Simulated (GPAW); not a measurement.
## In: single point with PBE

The system is In, a slab with vacuum.

```
In
1.0
     3.33548    0.00000    0.00000
    -1.66774    2.88861    0.00000
     0.00000    0.00000   20.50914
In
3
Direct
  0.33333 0.66667 0.36569
  0.66667 0.33333 0.50000
  0.33333 0.66667 0.63431
```

The cell isn't the ideal one: the (0 0 1) slab of In, cut from the database cell, not relaxed.

```
Program             : GPAW 26.7.0
Task                : single point
Functional          : PBE
Potentials or basis : GPAW PAW data sets (gpaw-data 1.2.1)
Cutoff              : 450 eV
Basis               : pw
k mesh              : 9 × 9 × 1
Occupations         : fermi-dirac, width 0.05 eV
Spin                : no spin polarisation
```

The largest force is 0.045 eV/Å, the band gap on the k mesh is none (metal or under the smearing width) and the dipole across the slab is 0.00 e·Å. The work function of the upper face is 3.88 eV and the work function of the lower face is 3.88 eV.

Forces in eV/Å, atoms in the order of the input:
```
In   0.000  0.000 -0.045
In   0.000  0.000  0.000
In   0.000  0.000  0.045
```

Levels at points of the mesh, in eV from the Fermi level:
```csv
k point,band 16,band 17,band 18,band 19,band 20,band 21,band 22,band 23
"(0.00, 0.00, 0.00)",-9.01,-7.65,-5.69,-2.17,0.76,3.15,3.64,5.11
```

Wall time 20 s on 1 thread of Intel(R) Xeon(R) 6975P-C (Granite Rapids), on a shared host, peak memory 0.21 GiB.
